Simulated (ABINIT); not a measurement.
TePb:

```
CELL_PARAMETERS angstrom
0.00000 3.23100 3.23100
3.23100 0.00000 3.23100
3.23100 3.23100 0.00000
ATOMIC_POSITIONS crystal
Pb 0.00000 0.00000 0.00000
Te 0.50000 0.50000 0.50000
```

| Quantity | Value |
| --- | --- |
| Program | ABINIT 10.8.3 (patched build) |
| Task | relaxation of cell and atoms |
| Functional | LDA |
| Potentials or basis | PseudoDojo NC SR LDA v0.4.1 standard |
| Cutoff | 1088 eV |
| k mesh | 5 × 5 × 5 |
| Occupations | fermi-dirac, width 0.05 eV |
| Spin | no spin polarisation |

At the start: pressure -1.7 GPa; volume 33.73 Å³/atom.

Q: Where does the relaxation end?

A: Over 4 steps the energy falls by 6.9 meV/atom and the volume is 32.47 Å³/atom (-3.7 %); space group Fm-3m (No. 225, to 0.05 Å).

The path:
```
step  energy change (eV)  largest force (eV/Å)  pressure (GPa)  volume (Å³)
   1              0.0000                0.0000           -1.71        67.46
   2             -0.0035                0.0000           -1.49        67.11
   3             -0.0139                0.0000            0.10        64.81
   4             -0.0139                0.0000            0.00        64.94
```

Final structure:
```
CELL_PARAMETERS angstrom
0.00000 3.19035 3.19035
3.19035 0.00000 3.19035
3.19035 3.19035 0.00000
ATOMIC_POSITIONS crystal
Pb 0.00000 0.00000 0.00000
Te 0.50000 0.50000 0.50000
```
